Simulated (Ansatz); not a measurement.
**FePt (Tetraferroplatinum) in Ansatz: the effect of functional**

FePt (Tetraferroplatinum):

```
CELL_PARAMETERS angstrom
2.75934 0.00000 0.00000
0.00000 2.75934 0.00000
0.00000 0.00000 3.76895
ATOMIC_POSITIONS crystal
Pt 0.50000 0.50000 0.50000
Fe 0.00000 0.00000 0.00000
```

The cell isn't the ideal one: volume scaled by 1.04.

Alike in all runs:

```yaml
Program: Ansatz 0.2.0
Task: single point
Potentials_or_basis: Ansatz PAW
k_mesh: 10 × 10 × 7
Occupations: fermi-dirac, width 0.05 eV
Spin: collinear spin, ferromagnetic start
Starting_moments: "[0.0, 3.0] μB"
```

**Question.** One run gave: pressure -6.1 GPa; moment 3.62 μB. Which functional did it use?
A. r2SCAN
B. PBE
C. LDA

**Answer.** A.

```tsv
functional	cutoff	pressure (GPa)	moment (μB)
LDA	420 eV (not typed: the program's choice for these potentials)	-19.4	3.28
r2SCAN	500 eV (not typed: the program's choice for these potentials)	-6.1	3.62
PBE	420 eV (not typed: the program's choice for these potentials)	-4.3	3.36
```

Caveats: the PAW data sets come from PBE, with cores solved anew for the run's functional, which leaves a small shift of forces and pressure (some runs); the magnetic or orbital state may not be the lowest (some runs).
